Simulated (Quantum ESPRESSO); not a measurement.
The system is BN.

```
N B
1.0
     0.00000    1.81300    1.81300
     1.81300    0.00000    1.81300
     1.81300    1.81300    0.00000
N B
1 1
Direct
  0.25000 0.25000 0.25000
  0.00000 0.00000 0.00000
```

The cell is a database's computed one.

Base run:

| Quantity | Value |
| --- | --- |
| Program | Quantum ESPRESSO 7.5 |
| Functional | RPBE |
| Potentials or basis | SG15 PBE 1.2 |
| Cutoff | 1197 eV |
| Density cutoff | 4789 eV |
| k mesh | 13 × 13 × 13 |
| Occupations | fermi-dirac, width 0.05 eV |
| Spin | no spin polarisation |

Its results: band gap on the k mesh 4.70 eV, indirect (least direct gap 8.78 eV); pressure -0.1 GPa.

After a change of settings the same cell gave: band gap on the k mesh 4.35 eV, indirect (least direct gap 8.65 eV); pressure -4.4 GPa. Which change was it?
A. functional from RPBE to revTPSS; k mesh from 13 × 13 × 13 to 10 × 10 × 10
B. functional from RPBE to AM05
C. functional from RPBE to SCAN; k mesh from 13 × 13 × 13 to 10 × 10 × 10
D. functional from RPBE to r2SCAN; k mesh from 13 × 13 × 13 to 10 × 10 × 10

B.

AM05 binds more tightly than RPBE, so the same cell stands under less pressure.

Caveats: the potentials were made for another functional, which shifts forces and pressure.

Runs at the PBE level aren't shown here.
